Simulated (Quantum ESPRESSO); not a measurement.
# Al in Quantum ESPRESSO: settings compared

One slab, Al, is run at these levels: PBEsol+D3(BJ), PW91; tasks: relaxation of the atoms.

Everything below comes from runs of Quantum ESPRESSO 7.5. Logs are shortened: lines on timing, memory, paths and dates and some standing lists are left out, and cuts for length are marked.

## (1) The structure

The cell holds a slab with vacuum, 7 atoms: a = 2.827 Å, b = 2.827 Å, c = 28.779 Å, α = 90.00°, β = 90.00°, γ = 120.00°.

The slab is cut from a database's or a generator's crystal, which needn't be the stable form of the element.

## (2) Relaxation of the atoms, PBEsol+D3(BJ)

pw.in reads:

```
&CONTROL
  calculation = 'relax'
  prefix = 'pwscf'
  outdir = './tmp'
  pseudo_dir = './pseudo'
  tprnfor = .true.
  disk_io = 'low'
  nstep = 30
  forc_conv_thr = 0.001
  etot_conv_thr = 0.0001
  max_seconds = 1412
/
&SYSTEM
  ibrav = 0
  nat = 7
  ntyp = 2
  ecutwfc = 40
  ecutrho = 200
  nbnd = 17
  occupations = 'smearing'
  smearing = 'gaussian'
  degauss = 0.00999582
  vdw_corr = 'grimme-d3'
  dftd3_version = 4
/
&ELECTRONS
  conv_thr = 1.4d-07
  electron_maxstep = 150
  mixing_beta = 0.3
  mixing_mode = 'local-TF'
  tqr = .true.
/
&IONS
  upscale = 10
  ion_dynamics = 'bfgs'
/
ATOMIC_SPECIES
Al    26.9815 al_pbesol_v1.uspp.F.UPF
Al9   26.9815 al_pbesol_v1.uspp.F.UPF
CELL_PARAMETERS angstrom
   2.8270770242    0.0000000000    0.0000000000
  -1.4135385121    2.4483205214    0.0000000000
   0.0000000000    0.0000000000   28.7789896050
ATOMIC_POSITIONS crystal
Al9    0.3333333300    0.6666666600    0.2606067865  0 0 0
Al9    0.0000000000    0.0000000000    0.3404045243  0 0 0
Al9    0.6666666700    0.3333333400    0.4202022622  0 0 0
Al     0.0000000000    0.0000000000    0.5000000000
Al     0.3333333300    0.6666666600    0.5797977378
Al     0.0000000000    0.0000000000    0.6595954757
Al     0.6666666700    0.3333333400    0.7393932135
K_POINTS automatic
11 11 1 0 0 0
```

Potentials or basis: GBRV 1.5 PBEsol.

The run is started by

```console
$ OMP_NUM_THREADS=1 mpirun -n 2 pw.x -nk 2 -in pw.in > pw.out
```

pw.out:

```text
This program is part of the open-source Quantum ESPRESSO suite
     for quantum simulation of materials; please cite
         "P. Giannozzi et al., J. Phys.:Condens. Matter 21 395502 (2009);
         "P. Giannozzi et al., J. Phys.:Condens. Matter 29 465901 (2017);
         "P. Giannozzi et al., J. Chem. Phys. 152 154105 (2020);
     in publications or presentations arising from this work. More details at

     Message from routine setup:
     using ibrav=0 with symmetry is DISCOURAGED, use correct ibrav instead

     K-points division:     npool     =       2
     Subspace diagonalization in iterative solution of the eigenvalue problem:
     a serial algorithm will be used

     G-vector sticks info
     --------------------
     sticks:   dense  smooth     PW     G-vecs:    dense   smooth      PW
     Sum         385     313     97                63905    46023    7947

     Using Slab Decomposition

     bravais-lattice index     =            0
     lattice parameter (alat)  =       5.3424  a.u.
     unit-cell volume          =    1344.2438 (a.u.)^3
     number of atoms/cell      =            7
     number of atomic types    =            2
     number of electrons       =        21.00
     number of Kohn-Sham states=           17
     kinetic-energy cutoff     =      40.0000  Ry
     charge density cutoff     =     200.0000  Ry
     scf convergence threshold =      1.4E-07
     mixing beta               =       0.3000
     number of iterations used =            8  local-TF  mixing
     energy convergence thresh.=      1.0E-04
     force convergence thresh. =      1.0E-03
     Exchange-correlation= SLA  PW   PSX  PSC
                           (   1   4  10   8   0   0   0)
     nstep                     =           30

     celldm(1)=   5.342401  celldm(2)=   0.000000  celldm(3)=   0.000000
     celldm(4)=   0.000000  celldm(5)=   0.000000  celldm(6)=   0.000000

     crystal axes: (cart. coord. in units of alat)
               a(1) = (   1.000000   0.000000   0.000000 )
               a(2) = (  -0.500000   0.866025   0.000000 )
               a(3) = (   0.000000   0.000000  10.179768 )

     reciprocal axes: (cart. coord. in units 2 pi/alat)
               b(1) = (  1.000000  0.577350 -0.000000 )
               b(2) = (  0.000000  1.154701  0.000000 )
               b(3) = (  0.000000 -0.000000  0.098234 )

     PseudoPot. # 1 for Al read from file:
     al_pbesol_v1.uspp.F.UPF
     Pseudo is Ultrasoft + core correction, Zval =  3.0
     Generated by new atomic code, or converted to UPF format
     Using radial grid of  893 points,  3 beta functions with:
                l(1) =   0
                l(2) =   1
                l(3) =   2
     Q(r) pseudized with  8 coefficients,  rinner =    0.900   0.900   0.900
                                                       0.900   0.900

     PseudoPot. # 2 for Al read from file:
     al_pbesol_v1.uspp.F.UPF
     Pseudo is Ultrasoft + core correction, Zval =  3.0
     Generated by new atomic code, or converted to UPF format
     Using radial grid of  893 points,  3 beta functions with:
                l(1) =   0
                l(2) =   1
                l(3) =   2
     Q(r) pseudized with  8 coefficients,  rinner =    0.900   0.900   0.900
                                                       0.900   0.900

     atomic species   valence    mass     pseudopotential
     Al                3.00    26.98150     Al( 1.00)
     Al9               3.00    26.98150     Al( 1.00)

      6 Sym. Ops. (no inversion) found

   Cartesian axes

     site n.     atom                  positions (alat units)
         1        Al9    tau(   1) = (   0.0000000   0.5773503   2.6529168  )
         2        Al9    tau(   2) = (   0.0000000   0.0000000   3.4652392  )
         3        Al9    tau(   3) = (   0.5000000   0.2886751   4.2775617  )
         4        Al     tau(   4) = (   0.0000000   0.0000000   5.0898842  )
         5        Al     tau(   5) = (   0.0000000   0.5773503   5.9022067  )
         6        Al     tau(   6) = (   0.0000000   0.0000000   6.7145292  )
         7        Al     tau(   7) = (   0.5000000   0.2886751   7.5268517  )

     --------------------------------------------
     DFT-D3 Dispersion Correction (3-body terms):
     --------------------------------------------
       Reference C6 values for interpolation:

         atom   Coordination number   C6
         Al         0.000          1081.08
         Al         0.965           875.51
         Al         1.931           513.50
         Al         2.915           307.19
         Al9        0.000          1081.08
         Al9        0.965           875.51
         Al9        1.931           513.50
         Al9        2.915           307.19

       Values used:

         atom   Coordination number  R0_AB[au]  C6      C8
         Al9        6.813            3.789    307.19  29441.29
         Al9        9.145            3.789    307.19  29441.29
         Al9        9.156            3.789    307.19  29441.29
         Al         9.157            3.789    307.19  29441.29
         Al         9.156            3.789    307.19  29441.29
         Al         9.145            3.789    307.19  29441.29
         Al         6.813            3.789    307.19  29441.29

         Molecular C6 ( Ry / a.u.^6 ) =     15052.26

     number of k points=    16  Gaussian smearing, width (Ry)=  0.0100
                       cart. coord. in units 2pi/alat
        k(    1) = (   0.0000000   0.0000000   0.0000000), wk =   0.0165289
        k(    2) = (   0.0000000   0.1049728   0.0000000), wk =   0.0991736
        k(    3) = (   0.0000000   0.2099456   0.0000000), wk =   0.0991736
        k(    4) = (   0.0000000   0.3149183   0.0000000), wk =   0.0991736
        k(    5) = (   0.0000000   0.4198911   0.0000000), wk =   0.0991736
        k(    6) = (   0.0000000   0.5248639   0.0000000), wk =   0.0991736
[... 8 lines left out ...]
        k(   15) = (   0.2727273   0.4723775   0.0000000), wk =   0.0991736
        k(   16) = (   0.2727273   0.5773503   0.0000000), wk =   0.0991736

     Dense  grid:    63905 G-vectors     FFT dimensions: (  25,  25, 250)

     Smooth grid:    46023 G-vectors     FFT dimensions: (  24,  24, 225)
     Real space treatment of Q(r)

     Initializing real-space augmentation for DENSE grid
     Message from routine real_space_q:
     integrated real space q too different from target q
     Largest difference:   0.001424 for atom type # 1

     Initial potential from superposition of free atoms

     starting charge      20.9835, renormalised to      21.0000

     negative rho (up, down):  9.770E-05 0.000E+00
     Starting wfcs are   28 randomized atomic wfcs

     Self-consistent Calculation

     iteration #  1     ecut=    40.00 Ry     beta= 0.30
     Davidson diagonalization with overlap
     ethr =  1.00E-02,  avg # of iterations =  3.9

     negative rho (up, down):  1.200E-06 0.000E+00

     total energy              =     -46.75337545 Ry
     estimated scf accuracy    <       0.71459335 Ry

     iteration #  2     ecut=    40.00 Ry     beta= 0.30
     Davidson diagonalization with overlap
     ethr =  3.40E-03,  avg # of iterations =  1.0

     total energy              =     -46.70031529 Ry
     estimated scf accuracy    <       0.46669021 Ry

     iteration #  3     ecut=    40.00 Ry     beta= 0.30
     Davidson diagonalization with overlap
     ethr =  2.22E-03,  avg # of iterations =  1.8

     total energy              =     -46.72285304 Ry
     estimated scf accuracy    <       0.01690097 Ry

     iteration #  4     ecut=    40.00 Ry     beta= 0.30
     Davidson diagonalization with overlap
     ethr =  8.05E-05,  avg # of iterations =  6.6

     negative rho (up, down):  9.310E-06 0.000E+00

     total energy              =     -46.72233647 Ry
     estimated scf accuracy    <       0.01504099 Ry
[... 84 lines left out ...]
     negative rho (up, down):  1.156E-04 0.000E+00

     total energy              =     -46.72078598 Ry
     estimated scf accuracy    <       0.00000028 Ry

     iteration # 15     ecut=    40.00 Ry     beta= 0.30
     Davidson diagonalization with overlap
     ethr =  1.35E-09,  avg # of iterations =  2.6

     negative rho (up, down):  1.146E-04 0.000E+00

     total energy              =     -46.72078597 Ry
     estimated scf accuracy    <       0.00000035 Ry

     iteration # 16     ecut=    40.00 Ry     beta= 0.30
     Davidson diagonalization with overlap
     ethr =  1.35E-09,  avg # of iterations =  2.0

     negative rho (up, down):  1.193E-04 0.000E+00

     End of self-consistent calculation

          k = 0.0000 0.0000 0.0000 (  5845 PWs)   bands (ev):

    -8.4511  -8.0708  -7.4284  -6.5558  -5.4568  -4.1334  -2.5506  -1.1103
     0.8049   2.7019   4.5370   6.0225   6.6187   7.7199   7.7457   9.7640
     9.7990

          k = 0.0000 0.1050 0.0000 (  5799 PWs)   bands (ev):

    -8.2473  -7.8674  -7.2257  -6.3541  -5.2564  -3.9344  -2.3522  -0.9181
     0.9956   2.8890   4.7218   6.2092   6.8199   7.9029   7.9370   9.9075
     9.9516

          k = 0.0000 0.2099 0.0000 (  5769 PWs)   bands (ev):

    -7.6374  -7.2587  -6.6191  -5.7507  -4.6567  -3.3394  -1.7607  -0.3428
     1.5612   3.4364   5.2474   6.6478   7.3955   7.4980   7.7355   8.2569
     8.5390

          k = 0.0000 0.3149 0.0000 (  5755 PWs)   bands (ev):

    -6.6261  -6.2497  -5.6137  -4.7513  -3.6641  -2.3566  -0.7918   0.6082
     2.4411   3.9326   4.3639   4.7869   5.1232   5.9206   6.4428   6.9436
     7.8148

          k = 0.0000 0.4199 0.0000 (  5722 PWs)   bands (ev):

    -5.2218  -4.8488  -4.2186  -3.3669  -2.2931  -1.0141   0.3945   1.4140
     1.5769   1.8343   2.4261   3.1102   3.9311   4.2101   5.3703   5.8364
     6.8645
[... 45 lines left out ...]
    -4.6240  -4.2527  -3.6251  -2.7784  -1.7108  -0.4431   0.9401   1.9733
     2.1394   2.3744   2.9854   3.6083   3.7947   4.0985   4.4732   4.8223
     5.1353

          k = 0.1818 0.5249 0.0000 (  5721 PWs)   bands (ev):

    -2.8487  -2.4839  -1.8690  -1.0713  -0.7286  -0.3710  -0.1534   0.4890
     1.1318   1.2980   2.2929   2.8004   3.3050   3.6180   3.9622   4.2957
     4.7319

          k = 0.2727 0.4724 0.0000 (  5723 PWs)   bands (ev):

    -3.0439  -2.6778  -2.0595  -1.2375  -0.2100   0.8532   1.0445   1.2371
     1.5480   1.8760   2.0121   2.3440   2.6422   2.7864   3.8034   4.0764
     4.0960

          k = 0.2727 0.5774 0.0000 (  5712 PWs)   bands (ev):

    -1.1368  -1.0689  -0.7637  -0.7408  -0.2272  -0.0872   0.3489   0.9638
     1.0763   1.3110   1.4292   1.8253   2.3302   2.8103   3.0517   3.3934
     4.2883

     the Fermi energy is     2.8737 ev

!    total energy              =     -46.72078596 Ry
     estimated scf accuracy    <       0.00000002 Ry
     smearing contrib. (-TS)   =      -0.00274306 Ry
     internal energy E=F+TS    =     -46.71804291 Ry

     The total energy is F=E-TS. E is the sum of the following terms:
     one-electron contribution =    -376.66232743 Ry
     hartree contribution      =     194.97856926 Ry
     xc contribution           =     -29.72924122 Ry
     ewald contribution        =     164.83059954 Ry
     DFT-D3 Dispersion         =      -0.13564306 Ry

     convergence has been achieved in  16 iterations

     negative rho (up, down):  1.193E-04 0.000E+00

     Forces acting on atoms (cartesian axes, Ry/au):

     atom    1 type  2   force =     0.00000000   -0.00000000   -0.00061128
     atom    2 type  2   force =     0.00000000    0.00000000    0.00017185
     atom    3 type  2   force =     0.00000000    0.00000000   -0.00003428
     atom    4 type  1   force =     0.00000000    0.00000000   -0.00000014
     atom    5 type  1   force =     0.00000000    0.00000000    0.00003437
     atom    6 type  1   force =     0.00000000    0.00000000   -0.00017166
     atom    7 type  1   force =     0.00000000   -0.00000000    0.00061114

     Total force =     0.000636     Total SCF correction =     0.000131
     SCF correction compared to forces is large: reduce conv_thr to get better values

     BFGS Geometry Optimization
     Energy error            =      4.0E-07 Ry
     Gradient error          =      6.1E-04 Ry/Bohr

     bfgs converged in   1 scf cycles and   0 bfgs steps
     (criteria: energy <  1.0E-04 Ry, force <  1.0E-03 Ry/Bohr)

     End of BFGS Geometry Optimization

     Final energy             =     -46.7207859617 Ry
Begin final coordinates

ATOMIC_POSITIONS (crystal)
Al9              0.3333333300        0.6666666600        0.2606067865    0   0   0
Al9              0.0000000000        0.0000000000        0.3404045243    0   0   0
Al9              0.6666666700        0.3333333400        0.4202022622    0   0   0
Al               0.0000000000        0.0000000000        0.5000000000
Al               0.3333333300        0.6666666600        0.5797977378
Al               0.0000000000        0.0000000000        0.6595954757
Al               0.6666666700        0.3333333400        0.7393932135
End final coordinates

=------------------------------------------------------------------------------=
   JOB DONE.
=------------------------------------------------------------------------------=
```

It took 23 s on 2 MPI ranks of Arm Neoverse V2, shared host; peak memory 0.26 GiB.

What came out:

```
Free energy            : -635.6687 eV
Band gap on the k mesh : none (metal or under the smearing width)
```

Final structure:
```
Al
1.0
     2.82708    0.00000    0.00000
    -1.41354    2.44832    0.00000
     0.00000    0.00000   28.77899
Al
7
Direct
  0.33333 0.66667 0.26061
  0.00000 0.00000 0.34040
  0.66667 0.33333 0.42020
  0.00000 0.00000 0.50000
  0.33333 0.66667 0.57980
  0.00000 0.00000 0.65960
  0.66667 0.33333 0.73939
```

Levels at points of the mesh, in eV from the Fermi level:
```
           k point  band 8  band 9  band 10  band 11  band 12  band 13
(0.00, 0.00, 0.00)   -3.98   -2.07    -0.17     1.66     3.15     3.75
```

Caveat: real space augmentation costs some meV and hundredths of eV per Å; the relaxation stopped at its first step, so nothing moved.

## (3) Relaxation of the atoms, PW91

pw.in, as its differences from that of step 2:

```diff
@@ -7,6 +7,6 @@
   disk_io = 'low'
-  nstep = 30
+  nstep = 40
   forc_conv_thr = 0.001
   etot_conv_thr = 0.0001
-  max_seconds = 1412
+  max_seconds = 1004
 /
@@ -17,9 +17,7 @@
   ecutwfc = 40
-  ecutrho = 200
   nbnd = 17
+  input_dft = 'pw91'
   occupations = 'smearing'
-  smearing = 'gaussian'
-  degauss = 0.00999582
-  vdw_corr = 'grimme-d3'
-  dftd3_version = 4
+  smearing = 'mp'
+  degauss = 0.00367493
 /
@@ -30,3 +28,2 @@
   mixing_mode = 'local-TF'
-  tqr = .true.
 /
@@ -37,4 +34,4 @@
 ATOMIC_SPECIES
-Al    26.9815 al_pbesol_v1.uspp.F.UPF
-Al9   26.9815 al_pbesol_v1.uspp.F.UPF
+Al    26.9815 Al.upf
+Al9   26.9815 Al.upf
 CELL_PARAMETERS angstrom
```

Potentials or basis: Ansatz NC SR PBE.

The run is started by

```console
$ OMP_NUM_THREADS=1 mpirun -n 2 pw.x -nk 2 -in pw.in > pw.out
```

pw.out:

```text
[... set-up lines left out ...]
     Self-consistent Calculation

     iteration #  1     ecut=    40.00 Ry     beta= 0.30
     Davidson diagonalization with overlap
     ethr =  1.00E-02,  avg # of iterations =  4.9

     total energy              =     -86.34748608 Ry
     estimated scf accuracy    <       0.71754320 Ry
[... 12 lines left out ...]
     total energy              =     -86.32523909 Ry
     estimated scf accuracy    <       0.01885240 Ry

     iteration #  4     ecut=    40.00 Ry     beta= 0.30
     Davidson diagonalization with overlap
     c_bands:  1 eigenvalues not converged
     ethr =  8.98E-05,  avg # of iterations =  7.4

     total energy              =     -86.32561570 Ry
     estimated scf accuracy    <       0.01687793 Ry

     iteration #  5     ecut=    40.00 Ry     beta= 0.30
     Davidson diagonalization with overlap
     ethr =  8.04E-05,  avg # of iterations =  1.2
[... 19 lines left out ...]
     total energy              =     -86.32356709 Ry
[... 361 lines left out ...]
     ewald contribution        =     150.60593222 Ry

     convergence has been achieved in   5 iterations

     Forces acting on atoms (cartesian axes, Ry/au):

     atom    1 type  2   force =     0.00000000    0.00000000   -0.00768488
     atom    2 type  2   force =     0.00000000   -0.00000000   -0.00025053
     atom    3 type  2   force =     0.00000000    0.00000000    0.00765565
     atom    4 type  1   force =     0.00000000    0.00000000    0.00059038
     atom    5 type  1   force =     0.00000000    0.00000000   -0.00090480
     atom    6 type  1   force =     0.00000000    0.00000000    0.00069871
     atom    7 type  1   force =     0.00000000   -0.00000000   -0.00010453

     Total force =     0.001291     Total SCF correction =     0.000056
     Energy error            =      9.5E-06 Ry
     Gradient error          =      9.0E-04 Ry/Bohr

     bfgs converged in  23 scf cycles and  22 bfgs steps
     (criteria: energy <  1.0E-04 Ry, force <  1.0E-03 Ry/Bohr)

     End of BFGS Geometry Optimization

     Final energy             =     -86.3265626618 Ry

Begin final coordinates

ATOMIC_POSITIONS (crystal)
Al9              0.3333333300        0.6666666600        0.2606067865    0   0   0
Al9              0.0000000000        0.0000000000        0.3404045243    0   0   0
Al9              0.6666666700        0.3333333400        0.4202022622    0   0   0
Al              -0.0000000000       -0.0000000000        0.5032981422
Al               0.3333333300        0.6666666600        0.5872773218
Al               0.0000000000        0.0000000000        0.6699272197
Al               0.6666666700        0.3333333400        0.7520829282
End final coordinates

=------------------------------------------------------------------------------=
   JOB DONE.
=------------------------------------------------------------------------------=
```

It took 4 min on 2 MPI ranks of Arm Neoverse V2, shared host; peak memory 0.24 GiB.

What came out:

| Quantity | Value |
| --- | --- |
| Free energy | -1174.5327 eV |
| Energy gained by relaxing | 6.2 meV/atom |
| Ionic steps | 23 |
| Band gap on the k mesh | none (metal or under the smearing width) |

The path:
```tsv
step	energy change (eV)	largest force (eV/Å)
1	0.0000	0.1752
2	-0.0006	0.1681
3	-0.0013	0.1590
4	-0.0023	0.1486
5	-0.0037	0.1347
6	-0.0058	0.1141
7	-0.0085	0.1147
8	-0.0114	0.1471
9	-0.0128	0.1568
10	-0.0139	0.1435
11	-0.0154	0.1319
12	-0.0176	0.1553
13	-0.0203	0.1840
14	-0.0240	0.1634
15	-0.0278	0.1486
16	-0.0307	0.1871
17	-0.0325	0.1810
18	-0.0347	0.1712
19	-0.0377	0.1556
20	-0.0411	0.1065
21	-0.0425	0.0546
22	-0.0432	0.0373
23	-0.0433	0.0233
```

Final structure:
```cif
data_structure
_symmetry_space_group_name_H-M 'P 1'
_symmetry_Int_Tables_number 1
_cell_length_a 2.8271
_cell_length_b 2.8271
_cell_length_c 28.7790
_cell_angle_alpha 90.000
_cell_angle_beta 90.000
_cell_angle_gamma 120.000
_cell_volume 199.20
loop_
_atom_site_label
_atom_site_type_symbol
_atom_site_fract_x
_atom_site_fract_y
_atom_site_fract_z
_atom_site_occupancy
Al1 Al 0.33333 0.66667 0.26061 1
Al2 Al 0.00000 0.00000 0.34040 1
Al3 Al 0.66667 0.33333 0.42020 1
Al4 Al 0.00000 0.00000 0.50330 1
Al5 Al 0.33333 0.66667 0.58728 1
Al6 Al 0.00000 0.00000 0.66993 1
Al7 Al 0.66667 0.33333 0.75208 1
```

Levels at points of the mesh, in eV from the Fermi level:
```
           k point  band 6  band 7  band 8  band 9  band 10  band 11  band 12  band 13  band 14  band 15
(0.00, 0.00, 0.00)   -6.99   -5.59   -4.00   -2.29    -0.40     1.38     2.84     3.49     4.51     4.82
```

Caveat: the potentials were made for another functional, which shifts forces and pressure.
